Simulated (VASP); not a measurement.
# ZnSe (Stilleite) (F-43m) in VASP: further runs

The runs below take ZnSe (Stilleite) through G0W0 quasiparticle levels, with PBE.

Program: VASP 6.6.1. These are calculated values, not measurements. Logs are shortened: lines on timing, memory, paths and dates and some standing lists are left out, and cuts for length are marked.

## (1) Starting point

It takes space group F-43m (No. 216, cubic). Conventional cell: a = 5.668 Å, b = 5.668 Å, c = 5.668 Å, α = 90.00°, β = 90.00°, γ = 90.00°. Se (site symmetry -43m) has 4 Zn at 2.45 Å as nearest neighbours. Around Zn (site symmetry -43m) lie 4 Se at 2.45 Å.

## (2) G0W0 quasiparticle levels, PBE

File POSCAR:

```
ZnSe
1.0
    0.0000000000      2.8338000000      2.8338000000
    2.8338000000      0.0000000000      2.8338000000
    2.8338000000      2.8338000000      0.0000000000
Se Zn
1 1
Direct
    0.7500000000      0.7500000000      0.7500000000
    0.0000000000      0.0000000000      0.0000000000
```

File INCAR.step1:

```
ALGO = Normal
EDIFF = 1E-8
ENCUT = 450
GGA = PE
ISMEAR = 0
LASPH = True
LCHARG = False
LREAL = False
LWAVE = True
NELM = 100
PREC = Accurate
SIGMA = 0.01
```

File INCAR.step2:

```
ALGO = Exact
EDIFF = 1E-8
ENCUT = 450
GGA = PE
ISMEAR = 0
ISTART = 1
LASPH = True
LCHARG = False
LOPTICS = True
LREAL = False
LWAVE = True
NBANDS = 191
NELM = 1
PREC = Accurate
SIGMA = 0.01
```

File INCAR.step3:

```
ALGO = EVGW0
EDIFF = 1E-8
ENCUT = 450
ENCUTGW = 200
GGA = PE
ISMEAR = 0
ISTART = 1
LASPH = True
LCHARG = False
LREAL = False
LWAVE = False
NBANDS = 191
NBANDSGW = 17
NELMGW = 1
NOMEGA = 48
PREC = Accurate
PRECFOCK = Fast
SIGMA = 0.01
```

File KPOINTS:

```
k-points
0
Gamma
  5 5 5
```

Potentials or basis: VASP PAW PBE potentials, release 64 (Se_GW, Zn_GW).

On the command line:

```console
cat potpaw_PBE.64/Se_GW/POTCAR potpaw_PBE.64/Zn_GW/POTCAR > POTCAR
cp INCAR.step1 INCAR
mpirun -np 1 vasp_std > vasp.out
cp INCAR.step2 INCAR
mpirun -np 1 vasp_std > vasp.out
cp INCAR.step3 INCAR
mpirun -np 1 vasp_std > vasp.out
```

OUTCAR:

```text
EDIFF = 1E-8
   ENCUT = 450
   ENCUTGW = 200
   GGA = PE
   ISMEAR = 0
   ISTART = 1
   LASPH = True
   LREAL = False
   NELMGW = 1
   PREC = Accurate
   PRECFOCK = Fast

 Found     10 irreducible k-points:

 Following reciprocal coordinates:
            Coordinates               Weight
  0.000000  0.000000  0.000000      1.000000
  0.200000  0.000000  0.000000      8.000000
  0.400000  0.000000  0.000000      8.000000
  0.200000  0.200000  0.000000      6.000000
  0.400000  0.200000  0.000000     24.000000
 -0.400000  0.200000  0.000000     24.000000
   k-points           NKPTS =     10   k-points in BZ     NKDIM =    125   number of bands    NBANDS=    191
   number of dos      NEDOS =    301   number of ions     NIONS =      2
   total plane-waves  NPLWV =  21952
   dimension x,y,z NGX =    28 NGY =   28 NGZ =   28
   dimension x,y,z NGXF=    56 NGYF=   56 NGZF=   56
   ions per type =               1   1
   NGX,Y,Z   is equivalent  to a cutoff of  11.62, 11.62, 11.62 a.u.
   NGXF,Y,Z  is equivalent  to a cutoff of  23.23, 23.23, 23.23 a.u.
 SYSTEM =  unknown system
   PREC   = accura    normal or accurate (medium, high low for compatibility)
   ISTART =      1    job   : 0-new  1-cont  2-samecut
   ICHARG =      0    charge: 1-file 2-atom 10-const
   ISPIN  =      1    spin polarized calculation?
   LNONCOLLINEAR =      F non collinear calculations
   LSORBIT =      F    spin-orbit coupling
   LASPH  =      T    aspherical Exc in radial PAW
   ENCUT  =  450.0 eV  33.07 Ry    5.75 a.u.   6.93  6.93  6.93*2*pi/ulx,y,z
   NELM   =     60;   NELMIN=  2; NELMDL=  0     # of ELM steps
   EDIFF  = 0.1E-07   stopping-criterion for ELM
   LREAL  =      F    real-space projection
   EDIFFG = 0.1E-06   stopping-criterion for IOM
   NSW    =      0    number of steps for IOM
   IBRION =     -1    ionic relax: 0-MD 1-quasi-New 2-CG
   NFREE  =      0    steps in history (QN), initial steepest desc. (CG)
   ISIF   =      0    stress and relaxation
   ISYM   =      3    0-nonsym 1-usesym 2-fastsym
   POTIM  = 0.5000    time-step for ionic-motion
   TEBEG  =    0.0;   TEEND  =   0.0 temperature during run
   PSTRESS=    0.0 pullay stress
   NELECT =      18.0000    total number of electrons
   NUPDOWN=      -1.0000    fix difference up-down
   EMIN   =  10.00;   EMAX   =-10.00  energy-range for DOS
   EFERMI =   0.00;   METHOD = LEGACY
   ISMEAR =     0;   SIGMA  =   0.01  broadening in eV -4-tet -1-fermi 0-gaus
   EFERMI_NEDOS =   21; number of points for ismear=-14 and -15
   IALGO  =     38    algorithm
   IMIX   =      4    mixing-type and parameters
     AMIX     =   0.40;   BMIX     =  1.00
     AMIX_MAG =   1.60;   BMIX_MAG =  1.00
  volume/ion in A,a.u.               =      22.76       153.57
  Fermi-wavevector in a.u.,A,eV,Ry     =   1.201673  2.270834 19.647073  1.444019
  Thomas-Fermi vector in A             =   2.337476
   LORBIT       =      0    0 simple, 1 ext, 2 COOP (PROOUT), +10 PAW based schemes
   GGA     = PE    functional components
   LHFCALC =     T    Hartree Fock is set to
   PRECFOCK=fast      Normal, Fast or Accurate (Low or Medium for compatibility)
   ENCUT4O =  -1.0   cutoff for four orbital integrals eV
   NKREDX  =     1    reduce k-point grid by
   NKREDY  =     1    reduce k-point grid by
   NKREDZ  =     1    reduce k-point grid by
   AEXX    =    1.0000 exact exchange contribution
   HFSCREEN=    0.0000 screening length (either q_TF or 0.3 A-1)
   HFSCREENC=   0.0000 screening length for correlation (either q_TF or 0.3 A-1)
   ENCUTFOCK=  -1.0 apply spherical cutoff to Coloumb kernel
   IVDW    =     0    specifies the selected vdW correction
   LEPSILON=     F    determine dielectric tensor
   LRPA    =     F    only Hartree local field effects (RPA)
   LRPAFORCE           =     F    calculate RPA forces
   ENCUTGW             = 200.0    cutoff for response function in eV
   ENCUTGWSOFT         = 160.0    soft cutoff for Coulomb kernel in GW response function in eV
   ENCUTLF             =  -1.0    cutoff for local field effects
   NELMGW              =     1    number of iterations in solving QP/BSE equation
   NELMHF              =     1    number of iterations in the inner HF iteration
   NKREDLFX            =     1    NKREDLFY  =   1   NKREDLFZ  =   1
 non-spin polarized calculation
 Gauss-broadening in eV      SIGMA  =   0.01
  energy-cutoff  :      450.00
  volume of cell :       45.51
 maximum number of plane-waves:       990
  NGX = 16; NGY = 16; NGZ = 16
   NGX = 13   NGY = 13   NGZ = 13
 maximum number of plane-waves:       303

 QP shifts <psi_nk| G(iteration)W_0 |psi_nk>: iteration 1
 for sc-GW calculations column KS-energies equals QP-energies in previous step
 and V_xc(KS)=  KS-energies - (<T + V_ion + V_H > + <T+V_H+V_ion>^1  + <V_x>^1)

 k-point   1 :       0.0000    0.0000    0.0000
  band No.  KS-energies  QP-energies   sigma(KS)   V_xc(KS)     V^pw_x(r,r')   Z            occupation Imag(sigma)

      1     -10.6025     -11.1959     -13.2329     -12.3153     -19.8485       0.6466       2.0000       1.0227
      2      -3.8946      -5.4096     -21.9462     -19.6813     -30.8168       0.6689       2.0000       0.2080
      3      -3.8946      -5.4096     -21.9462     -19.6813     -30.8168       0.6689       2.0000       0.2080
      4      -3.8946      -5.4096     -21.9462     -19.6813     -30.8168       0.6689       2.0000       0.2080
      5      -3.5258      -5.1103     -22.8484     -20.5001     -32.0185       0.6747       2.0000       0.1884
      6      -3.5258      -5.1103     -22.8484     -20.5001     -32.0185       0.6747       2.0000       0.1884
[... 9 lines left out ...]
     16      14.1068      14.3094     -10.0583     -10.3270      -5.0115       0.7542       0.0000      -0.2654
     17      15.6988      15.5610      -7.8015      -7.6205      -2.2791       0.7616       0.0000      -0.4992

 k-point   2 :       0.2000    0.0000    0.0000
  band No.  KS-energies  QP-energies   sigma(KS)   V_xc(KS)     V^pw_x(r,r')   Z            occupation Imag(sigma)

      1     -10.3578     -10.9636     -13.4012     -12.4738     -19.9172       0.6532       2.0000       0.9959
      2      -3.8654      -5.3608     -21.5322     -19.3022     -30.1924       0.6706       2.0000       0.2107
      3      -3.8585      -5.3777     -22.0194     -19.7525     -30.9125       0.6702       2.0000       0.2075
      4      -3.8585      -5.3777     -22.0194     -19.7525     -30.9125       0.6702       2.0000       0.2075
      5      -3.5273      -5.1086     -22.8394     -20.4928     -32.0111       0.6739       2.0000       0.1890
      6      -3.5273      -5.1086     -22.8394     -20.4928     -32.0111       0.6739       2.0000       0.1890
[... 9 lines left out ...]
     16      13.6025      13.5486      -7.6279      -7.5567      -2.3001       0.7570       0.0000      -0.3077
     17      15.6589      15.6985      -8.3388      -8.3912      -2.6950       0.7556       0.0000      -0.4518

 k-point   3 :       0.4000    0.0000    0.0000
  band No.  KS-energies  QP-energies   sigma(KS)   V_xc(KS)     V^pw_x(r,r')   Z            occupation Imag(sigma)

      1      -9.9002     -10.5213     -13.7855     -12.8474     -20.1377       0.6620       2.0000       0.9387
      2      -3.8129      -5.3387     -22.1078     -19.8357     -31.0272       0.6715       2.0000       0.2061
      3      -3.8129      -5.3387     -22.1078     -19.8357     -31.0272       0.6715       2.0000       0.2061
      4      -3.5760      -5.0512     -21.2184     -19.0382     -29.6381       0.6766       2.0000       0.2118
      5      -3.5130      -5.0975     -22.8817     -20.5374     -32.0775       0.6759       2.0000       0.1906
      6      -3.5130      -5.0975     -22.8817     -20.5374     -32.0775       0.6759       2.0000       0.1906
[... 9 lines left out ...]
     16      14.5375      14.6761      -9.6077      -9.7918      -4.2148       0.7532       0.0000      -0.3528
     17      17.7887      18.0443      -9.7299     -10.0695      -3.4828       0.7527       0.0000      -0.7167

 k-point   4 :       0.2000    0.2000    0.0000
  band No.  KS-energies  QP-energies   sigma(KS)   V_xc(KS)     V^pw_x(r,r')   Z            occupation Imag(sigma)

      1     -10.2758     -10.8855     -13.4585     -12.5278     -19.9418       0.6551       2.0000       0.9887
      2      -3.9075      -5.3902     -21.3410     -19.1282     -29.9222       0.6700       2.0000       0.2114
      3      -3.8213      -5.3451     -22.0896     -19.8181     -31.0040       0.6709       2.0000       0.2075
      4      -3.8213      -5.3451     -22.0896     -19.8181     -31.0040       0.6709       2.0000       0.2075
      5      -3.5485      -5.1228     -22.7597     -20.4191     -31.9075       0.6726       2.0000       0.1902
      6      -3.5092      -5.0968     -22.8852     -20.5371     -32.0715       0.6761       2.0000       0.1884
[... 9 lines left out ...]
     16      15.3627      15.5045      -8.6662      -8.8550      -2.8559       0.7505       0.0000      -0.4527
     17      17.1122      17.0271      -7.9453      -7.8336      -2.3264       0.7617       0.0000      -0.5522

 k-point   5 :       0.4000    0.2000    0.0000
  band No.  KS-energies  QP-energies   sigma(KS)   V_xc(KS)     V^pw_x(r,r')   Z            occupation Imag(sigma)

      1      -9.8797     -10.5048     -13.7849     -12.8486     -20.1317       0.6676       2.0000       0.9435
      2      -3.8363      -5.3251     -21.4091     -19.1944     -29.9955       0.6722       2.0000       0.2100
      3      -3.7607      -5.2915     -22.2259     -19.9513     -31.1872       0.6730       2.0000       0.2062
      4      -3.7082      -5.2229     -21.7726     -19.5284     -30.5009       0.6750       2.0000       0.2079
      5      -3.5083      -5.0734     -22.6239     -20.3100     -31.7004       0.6764       2.0000       0.1951
      6      -3.4982      -5.0886     -22.9123     -20.5669     -32.1152       0.6781       2.0000       0.1895
[... 9 lines left out ...]
     16      15.6860      15.6963      -8.4103      -8.4238      -2.8490       0.7590       0.0000      -0.4519
     17      17.7606      17.9199      -9.3874      -9.5982      -3.3048       0.7559       0.0000      -0.6505

 k-point   6 :      -0.4000    0.2000    0.0000
  band No.  KS-energies  QP-energies   sigma(KS)   V_xc(KS)     V^pw_x(r,r')   Z            occupation Imag(sigma)

      1      -9.7071     -10.3331     -13.9555     -13.0208     -20.2551       0.6696       2.0000       0.9171
      2      -3.7979      -5.3203     -21.9648     -19.7015     -30.8098       0.6726       2.0000       0.2060
      3      -3.7589      -5.2924     -22.2344     -19.9588     -31.1964       0.6739       2.0000       0.2056
      4      -3.5522      -5.1202     -22.6230     -20.2951     -31.7279       0.6736       2.0000       0.1951
      5      -3.5175      -5.0966     -22.8614     -20.5195     -32.0527       0.6743       2.0000       0.1907
      6      -3.3479      -4.8745     -22.4433     -20.1812     -31.3718       0.6749       2.0000       0.2036
[... 9 lines left out ...]
     16      15.7573      15.7490      -8.1004      -8.0896      -2.6478       0.7632       0.0000      -0.4282
     17      17.7712      18.0192     -10.3857     -10.7158      -4.0529       0.7515       0.0000      -0.7392

 [... further k-points ...]
```

It took 5.2 min on 1 thread of Intel Xeon 6975P-C (Granite Rapids), shared host; peak memory 0.73 GiB.

The run converged, but some of its settings lie outside the range that counts as converged, so its numbers aren't taken as properties of the crystal.

Results:

| Item | Value |
| --- | --- |
| Band gap on the k mesh, mean-field level | 1.27 eV, direct |
| Quasiparticle gap | 2.44 eV |
| Least direct quasiparticle gap | 2.44 eV |

Caveat: bands, screening cutoff and mesh are small and nothing is extrapolated, so the quasiparticle values aren't converged.

## (3) G0W0 quasiparticle levels, PBE

POSCAR is that of step 2.

INCAR.step1 is that of step 2.

INCAR.step2, as its differences from that of step 2:

```diff
@@ -11,3 +11,3 @@
 LWAVE = True
-NBANDS = 191
+NBANDS = 22
 NELM = 1
```

INCAR.step3, as its differences from that of step 2:

```diff
@@ -3,3 +3,3 @@
 ENCUT = 450
-ENCUTGW = 200
+ENCUTGW = 100
 GGA = PE
@@ -11,3 +11,3 @@
 LWAVE = False
-NBANDS = 191
+NBANDS = 22
 NBANDSGW = 17
```

File KPOINTS:

```
k-points
0
Gamma
  3 3 3
```

Potentials or basis: VASP PAW PBE potentials, release 64 (Se_GW, Zn_GW).

On the command line:

```console
cat potpaw_PBE.64/Se_GW/POTCAR potpaw_PBE.64/Zn_GW/POTCAR > POTCAR
cp INCAR.step1 INCAR
mpirun -np 1 vasp_std > vasp.out
cp INCAR.step2 INCAR
mpirun -np 1 vasp_std > vasp.out
cp INCAR.step3 INCAR
mpirun -np 1 vasp_std > vasp.out
```

OUTCAR:

```text
EDIFF = 1E-8
   ENCUT = 450
   ENCUTGW = 100
   GGA = PE
   ISMEAR = 0
   ISTART = 1
   LASPH = True
   LREAL = False
   NELMGW = 1
   PREC = Accurate
   PRECFOCK = Fast

 Found      4 irreducible k-points:

 Following reciprocal coordinates:
            Coordinates               Weight
  0.000000  0.000000  0.000000      1.000000
  0.333333  0.000000  0.000000      8.000000
  0.333333  0.333333  0.000000      6.000000
 -0.333333  0.333333  0.000000     12.000000
   k-points           NKPTS =      4   k-points in BZ     NKDIM =     27   number of bands    NBANDS=     22
   number of dos      NEDOS =    301   number of ions     NIONS =      2
   total plane-waves  NPLWV =  21952
   dimension x,y,z NGX =    28 NGY =   28 NGZ =   28
   dimension x,y,z NGXF=    56 NGYF=   56 NGZF=   56
   ions per type =               1   1
   NGX,Y,Z   is equivalent  to a cutoff of  11.62, 11.62, 11.62 a.u.
   NGXF,Y,Z  is equivalent  to a cutoff of  23.23, 23.23, 23.23 a.u.
 SYSTEM =  unknown system
[... 32 lines left out ...]
  Thomas-Fermi vector in A             =   2.337476
   LORBIT       =      0    0 simple, 1 ext, 2 COOP (PROOUT), +10 PAW based schemes
   GGA     = PE    functional components
   LHFCALC =     T    Hartree Fock is set to
   PRECFOCK=fast      Normal, Fast or Accurate (Low or Medium for compatibility)
   ENCUT4O =  -1.0   cutoff for four orbital integrals eV
   NKREDX  =     1    reduce k-point grid by
   NKREDY  =     1    reduce k-point grid by
   NKREDZ  =     1    reduce k-point grid by
   AEXX    =    1.0000 exact exchange contribution
   HFSCREEN=    0.0000 screening length (either q_TF or 0.3 A-1)
   HFSCREENC=   0.0000 screening length for correlation (either q_TF or 0.3 A-1)
   ENCUTFOCK=  -1.0 apply spherical cutoff to Coloumb kernel
   IVDW    =     0    specifies the selected vdW correction
   LEPSILON=     F    determine dielectric tensor
   LRPA    =     F    only Hartree local field effects (RPA)
   LRPAFORCE           =     F    calculate RPA forces
   ENCUTGW             = 100.0    cutoff for response function in eV
   ENCUTGWSOFT         =  80.0    soft cutoff for Coulomb kernel in GW response function in eV
   ENCUTLF             =  -1.0    cutoff for local field effects
   NELMGW              =     1    number of iterations in solving QP/BSE equation
   NELMHF              =     1    number of iterations in the inner HF iteration
   NKREDLFX            =     1    NKREDLFY  =   1   NKREDLFZ  =   1
 non-spin polarized calculation
 Gauss-broadening in eV      SIGMA  =   0.01
  energy-cutoff  :      450.00
  volume of cell :       45.51
 maximum number of plane-waves:      1002
  NGX = 16; NGY = 16; NGZ = 16
   NGX = 13   NGY = 13   NGZ = 13
 maximum number of plane-waves:       113
 NGX is ok and might be reduce to    14

 QP shifts <psi_nk| G(iteration)W_0 |psi_nk>: iteration 1
 for sc-GW calculations column KS-energies equals QP-energies in previous step
 and V_xc(KS)=  KS-energies - (<T + V_ion + V_H > + <T+V_H+V_ion>^1  + <V_x>^1)

 k-point   1 :       0.0000    0.0000    0.0000
  band No.  KS-energies  QP-energies   sigma(KS)   V_xc(KS)     V^pw_x(r,r')   Z            occupation Imag(sigma)

      1     -10.5025     -10.4791     -12.2723     -12.3078     -19.8306       0.6605       2.0000       1.3122
      2      -3.8950      -5.7057     -22.5159     -19.7053     -30.8897       0.6442       2.0000       0.3551
      3      -3.8950      -5.7057     -22.5159     -19.7053     -30.8897       0.6442       2.0000       0.3551
      4      -3.8950      -5.7057     -22.5159     -19.7053     -30.8897       0.6442       2.0000       0.3551
      5      -3.5352      -5.5255     -23.5357     -20.4968     -32.0216       0.6549       2.0000       0.3057
      6      -3.5352      -5.5255     -23.5357     -20.4968     -32.0216       0.6549       2.0000       0.3057
[... 59 lines left out ...]
      3      -3.7177      -5.6102     -22.9791     -20.0899     -31.4135       0.6550       2.0000       0.3522
      4      -3.5758      -5.5523     -23.4109     -20.3898     -31.9116       0.6542       2.0000       0.3292
      5      -3.5272      -5.5264     -23.5416     -20.5059     -32.0440       0.6586       2.0000       0.3126
      6      -3.2992      -5.2076     -23.1248     -20.2218     -31.4303       0.6574       2.0000       0.3391
[... 9 lines left out ...]
     16      18.2675      19.5510      -7.2948      -8.9631      -2.8492       0.7694       0.0000      -0.7116
     17      18.9634      20.1334      -6.9470      -8.4479      -2.5833       0.7796       0.0000      -0.7537
```

OUTCAR.step1:

```text
EDIFF = 1E-8
   ENCUT = 450
   GGA = PE
   ISMEAR = 0
   LASPH = True
[... 170 lines left out ...]
 -----------------------------------------------------------------------------------
      4.25070      4.25070      4.25070        -0.000000     -0.000000     -0.000000
      0.00000      0.00000      0.00000         0.000000      0.000000      0.000000
 -----------------------------------------------------------------------------------
    total drift:                               -0.000001     -0.000001     -0.000001

  FREE ENERGIE OF THE ION-ELECTRON SYSTEM (eV)
  ---------------------------------------------------
  free  energy   TOTEN  =        -5.7435854919 eV

  energy  without entropy=       -5.7435854919  energy(sigma->0) =       -5.74358549
```

OUTCAR.step2:

```text
EDIFF = 1E-8
   ENCUT = 450
   GGA = PE
   ISMEAR = 0
[... 537 lines left out ...]
  --------------------------------------------------------------------------------------------------------------
     0.00000    25.32583    25.32583    25.32583    -0.00000    -0.00000    -0.00000
     0.47200    27.69664    27.69664    27.69664    -0.00000    -0.00000    -0.00000
     0.94400    41.80527    41.80527    41.80527    -0.00000    -0.00000    -0.00000
     1.41600   -24.35210   -24.35210   -24.35210    -0.00000    -0.00000    -0.00000
     1.88800     3.49674     3.49674     3.49674    -0.00000    -0.00000    -0.00000
     2.36000    11.83826    11.83826    11.83826    -0.00000    -0.00000    -0.00000
[... 92 lines left out ...]
    46.25592     0.83313     0.83313     0.83313     0.00000     0.00000     0.00000
    46.72792     0.83670     0.83670     0.83670     0.00000     0.00000     0.00000
```

It took 22 s on 1 thread of Intel Xeon 6975P-C (Granite Rapids), shared host; peak memory 0.28 GiB.

These settings aren't checked as converged: the numbers below hold their error.

What came out:

| Property | Result |
| --- | --- |
| Band gap on the k mesh, mean-field level | 1.24 eV, direct |
| Quasiparticle gap | 2.39 eV |
| Least direct quasiparticle gap | 2.39 eV |

Caveat: the k mesh is coarse (spacing up to 0.64 Å⁻¹), so the values aren't converged; bands, screening cutoff and mesh are small and nothing is extrapolated, so the quasiparticle values aren't converged.

(Continued in part 2 of 2.)
